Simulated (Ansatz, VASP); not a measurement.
One calculation of SiSe, two programs

```
Si Se
1.0
     0.00000    2.84003    2.84003
     2.84003    0.00000    2.84003
     2.84003    2.84003    0.00000
Si Se
1 1
Direct
  0.00000 0.00000 0.00000
  0.75000 0.75000 0.75000
```

Alike in both runs: task single point; functional r2SCAN; k mesh 6 × 6 × 6; occupations gaussian, width 0.1 eV; no spin polarisation.

```csv
,VASP,Ansatz
version,VASP 6.6.1,Ansatz 0.2.0
potentials or method,"VASP PAW PBE potentials, release 64 (Si, Se)","scalar-relativistic, plane waves, PAW"
plane-wave cutoff (eV),520,500
valence electrons in the cell,10,20
```

|  | VASP | Ansatz | Ansatz less VASP |
| --- | --- | --- | --- |
| gap on the k mesh at the Fermi level (eV) | none | none | - |
| pressure (GPa) | 11.7 | 11.7 | -0.01 |

A gap of «none» marks a metal or a gap that the smearing closes. With one functional, cell and mesh, what is left measures potentials, basis and numerics. The two sets of potentials don't hold the same shells in valence.

Caveats: the PAW data sets were made with another functional, which shifts forces and pressure a little (VASP).
